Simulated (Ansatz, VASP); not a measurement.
Two plane-wave programs on MgS

POSCAR

```
MgS
1.0
   -0.0829446914      2.8308768389      2.8308768389
    2.8308768389     -0.0829446914      2.8308768389
    2.7479321476      2.7479321476      0.0000000000
Mg S
1 1
Direct
   -0.0054400956     -0.0054400956      0.0054400956
    0.2554400956      0.2554400956      0.2445599044
```

File INCAR.step1:

```
PREC = Accurate ; ENCUT = 520
ISMEAR = 0 ; SIGMA = 0.01
LREAL = False ; LASPH = True
NELM = 80 ; NBANDS = 11
GGA = PE ; ALGO = Normal
EDIFF = 1E-4 ; LWAVE = True
LCHARG = False
```

INCAR.step2

```
PREC = Accurate ; ENCUT = 520
EDIFF = 1E-6 ; ISMEAR = 0
SIGMA = 0.01 ; LREAL = False
LASPH = True ; NELM = 80
ALGO = Normal ; ISIF = 2
LWAVE = False ; LCHARG = False
METAGGA = R2SCAN ; LMIXTAU = True
NBANDS = 11 ; ISTART = 1
```

The input KPOINTS:

```
Automatic mesh
0
Gamma
  8 8 8
```

Input for Ansatz:

```yaml
crystal:
  lattice:
    - [-0.0829446914, 2.8308768389, 2.8308768389]
    - [2.8308768389, -0.0829446914, 2.8308768389]
    - [2.7479321476, 2.7479321476, 0.0]
  atoms:
    - { symbol: Mg, position: [-0.0054400956, -0.0054400956, 0.0054400956] }
    - { symbol: S, position: [0.2554400956, 0.2554400956, 0.2445599044] }
kpoints:
  mp_grid: { grid: [8, 8, 8] }
  band_path:
    path:
      - [0.0, 0.0, 0.0]
      - [-0.5, -0.5, 0.0]
      - [-0.375, -0.375, 0.25]
      - [-0.375, 0.0, 0.375]
      - [0.0, 0.0, 0.5]
      - [-0.5, -0.25, 0.25]
    npoints: 1
hamiltonian:
  xc: r2scan
scf:
  occupations: { method: fixed }
  n_extra_bands: 4
output:
  forces: true
  stress: true
  eigenvalues: true
```

Change from the starting cell: shear_xy strain -5.9%.

Alike in both runs: task single point; functional r2SCAN; k mesh 8 × 8 × 8; no spin polarisation.

|  | VASP | Ansatz |
| --- | --- | --- |
| version | VASP 6.6.1 | Ansatz 0.2.0 |
| potentials or method | VASP PAW PBE potentials, release 64 (Mg, S) | plane waves, PAW |
| plane-wave cutoff (eV) | 520 | 500 |
| occupations | gaussian, width 0.01 eV | fixed |
| valence electrons in the cell | 8 | 16 |

VASP gave:

- gap on the k mesh at the Fermi level (eV): 3.90
- pressure (GPa): -0.3
- largest component of the traceless stress (GPa): 1.92

**Question.** What did Ansatz give for the same quantities?

**Answer.** gap on the k mesh at the Fermi level (eV): 3.91; pressure (GPa): 0.0; largest component of the traceless stress (GPa): 1.90.

The two sets of potentials don't hold the same shells in valence.

Caveats: the PAW data sets were made with another functional, which shifts forces and pressure a little (VASP). A k mesh can miss the band edges.
